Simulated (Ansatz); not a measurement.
Fe, 1 atom in the cell. Symmetry: Im-3m, No. 229, cubic system. The conventional cell has a = 2.886 Å, b = 2.886 Å, c = 2.886 Å, α = 90.00°, β = 90.00°, γ = 90.00°. Fe (site symmetry m-3m) is surrounded by 8 Fe at 2.50 Å. 

- Program: Ansatz 0.2.0
- Task: single point
- Functional: PBE
- Potentials or basis: all-electron LAPW, scalar-relativistic
- Cutoff: 303 eV (chosen from the basis error)
- Basis error allowed: 0.001 eV/atom
- k mesh: 13 × 13 × 13
- Occupations: gaussian, width 0.011 eV
- Spin: collinear spin, ferromagnetic start
- Starting moments: [3.0] μB

Potentials or basis: all-electron LAPW, scalar-relativistic.

Run with:

```console
$ ansatz run input.yaml --threads 2 --pin off --max-ram 6144MiB --backend cpu --events-out ev --progress --plain --runs-dir out
```

Hardware: 2 threads of Intel(R) Xeon(R) 6975P-C (Granite Rapids), with other jobs on the host.

How long does it take, and how much memory?

It took 6.4 s on 2 threads of Intel(R) Xeon(R) 6975P-C (Granite Rapids) (shared host), peak memory 0.41 GiB. Counts: scf iterations 13, plane waves 141, k points 84, bands 14.
